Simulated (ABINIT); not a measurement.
The system is Pd.

```xyz
1
Lattice="0.0000 1.9465 1.9465 1.9465 0.0000 1.9465 1.9465 1.9465 0.0000" Properties=species:S:1:pos:R:3 pbc="T T T"
Pd    0.0000    0.0000    0.0000
```

Base run:

| Property | Result |
| --- | --- |
| Program | ABINIT 10.8.3 (patched build) |
| Functional | LDA |
| Potentials or basis | JTH PAW LDA v2.0 |
| Cutoff | 626 eV |
| k mesh | 16 × 16 × 16 |
| Occupations | fermi-dirac, width 0.05 eV |
| Spin | no spin polarisation |

Its results: band gap on the k mesh none (metal or under the smearing width); pressure -8.5 GPa.

Question: The run is repeated on the same cell with these changes: k mesh from 16 × 16 × 16 to 7 × 7 × 7. What comes out?

Answer: Band gap on the k mesh none (metal or under the smearing width); pressure -7.9 GPa.

Caveats: some runs use coarse meshes.
